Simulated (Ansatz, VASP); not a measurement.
**Two plane-wave programs on CdSe**

```
Cd Se
1.0
     0.00000    3.11067    3.11067
     3.11067    0.00000    3.11067
     3.11067    3.11067    0.00000
Cd Se
1 1
Direct
  0.00000 0.00000 0.00000
  0.75000 0.75000 0.75000
```

Measurements of this composition are mostly on another form, of space group No. 186.

Alike in both runs: task single point; functional PBE; k mesh 6 × 6 × 6; no spin polarisation.

```csv
,VASP,Ansatz
version,VASP 6.6.1,Ansatz 0.2.0
potentials or method,"VASP PAW PBE potentials, release 64 (Cd, Se)","plane waves, PAW"
plane-wave cutoff (eV),520,500
occupations,"gaussian, width 0.01 eV",fixed
valence electrons in the cell,18,36
```

|  | VASP | Ansatz | Ansatz less VASP |
| --- | --- | --- | --- |
| pressure (GPa) | -0.3 | -0.5 | -0.24 |

The two sets of potentials don't hold the same shells in valence.
